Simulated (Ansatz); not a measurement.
The same path of a periodic cell of 25 atoms, Zr4Si4HO16 (host ZrSiO4, host structure I4_1/amd, interstitial H) was run twice with different band settings.

Level of theory: DFT PBE-D3(BJ), scalar-relativistic, plane waves, PAW (Ansatz). Settings: PAW set soft_1, cutoff 420 eV, k mesh 2x2x2, gaussian smearing 0.02 eV, spin collinear.

Relaxed end points:

```xyz
25
Lattice="6.6000 0.0000 0.0000 0.0000 6.6000 0.0000 0.0000 0.0000 5.8800" Properties=species:S:1:pos:R:3
Zr -0.002 0.013 -0.002
Zr -0.002 3.289 1.471
Si 0.015 -0.006 2.941
Si 3.300 -0.004 1.469
O -0.080 1.221 1.890
O 2.073 0.240 0.415
O 3.406 2.092 4.803
O 4.523 -0.064 0.407
O 3.278 5.393 2.566
O 2.073 3.062 1.053
O 3.406 1.209 2.545
O 1.240 0.052 3.998
Zr 3.322 3.283 2.943
Zr 3.322 0.019 4.406
Si 3.300 3.306 0.000
Si 0.015 3.308 4.408
O 3.278 4.508 4.782
O 5.400 3.373 3.342
O 0.093 5.377 1.872
O 1.240 3.249 3.351
O -0.080 2.081 5.458
O 5.400 -0.072 4.007
O 0.093 4.524 5.476
O 4.523 3.365 1.062
H 2.369 4.951 0.734
```

```xyz
25
Lattice="6.6000 0.0000 0.0000 0.0000 6.6000 0.0000 0.0000 0.0000 5.8800" Properties=species:S:1:pos:R:3
Zr 0.000 0.012 -0.004
Zr 0.000 3.289 1.469
Si -0.018 -0.007 2.939
Si 3.298 -0.005 1.467
O 0.076 1.221 1.889
O 2.075 -0.064 0.406
O 3.195 2.092 4.802
O 4.526 0.236 0.414
O 3.319 5.393 2.565
O 2.075 3.364 1.060
O 3.195 1.209 2.543
O 1.198 -0.072 4.004
Zr 3.277 3.282 2.941
Zr 3.277 0.019 4.404
Si 3.298 3.306 -0.002
Si -0.018 3.307 4.406
O 3.319 4.507 4.780
O 5.358 3.250 3.349
O -0.095 5.377 1.871
O 1.198 3.372 3.341
O 0.076 2.080 5.456
O 5.358 0.050 3.997
O -0.095 4.523 5.475
O 4.526 3.064 1.051
H 4.205 4.950 0.733
```

Common settings: climbing image yes; spring 5.0 eV/Å²; optimiser quadratic models (default); force threshold 0.05 eV/Å; end points relaxed.

| run | movable images | start path | iteration limit |
| --- | --- | --- | --- |
| 1 | 7 | IDPP | 24 |
| 2 | 3 | default | 8 |

Task: What does each run give, and how far can it be trusted?

Result: Run 1: converged after 6 iterations, highest image 0.094 eV above the first end. The order of the point at the top wasn't checked.
Run 2: converged after 3 iterations, highest image 0.094 eV above the first end. The order of the point at the top wasn't checked.
Limits of this set-up: coarse k mesh, a small cell, in which the defect meets its images, a typed lattice constant that wasn't relaxed here.
